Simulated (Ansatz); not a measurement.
CuO:

```
Cu O
1.0
     0.00000    2.11656    2.11656
     2.11656    0.00000    2.11656
     2.11656    2.11656    0.00000
Cu O
1 1
Direct
  0.02950 0.02810 0.90803
  0.47050 0.47190 0.59197
```

The cell comes from a database or a generator and needn't be the stable form of this composition.

```yaml
Program: Ansatz 0.2.0
Task: relaxation of cell and atoms
Functional: PBEsol
Potentials_or_basis: all-electron LAPW, scalar-relativistic
Basis_error_allowed: 0.002 eV/atom
k_mesh: 9 × 9 × 9
Occupations: fermi-dirac, width 0.05 eV
Spin: no spin polarisation
```

At the start: volume 9.48 Å³/atom.

Q: Where does the relaxation end?

A: Over 8 steps the energy falls by 196.7 meV/atom and the volume is 9.09 Å³/atom (-4.1 %); space group Fm-3m (No. 225, to 0.05 Å).

The path:
```csv
step,energy change (eV),largest force (eV/Å),volume (Å³)
1,0.0000,0.8227,18.96
2,-0.0322,0.7993,19.19
3,-0.1468,0.8967,19.39
4,-0.3482,0.0887,18.33
5,-0.3862,0.0019,18.17
6,-0.3933,0.0016,18.19
7,-0.3933,0.0001,18.18
8,-0.3933,0.0001,18.18
```

Final structure:
```xyz
2
Lattice="0.0001 2.0870 2.0869 2.0869 0.0001 2.0869 2.0870 2.0871 0.0000" Properties=species:S:1:pos:R:3 pbc="T T T"
Cu    2.0870    2.0871    0.0000
O     2.0870    2.0871    2.0869
```

Caveat: the k mesh is thin for a metal, which can move the energy by tens of meV per atom; the run has no spin polarisation, though such a crystal can be magnetic.
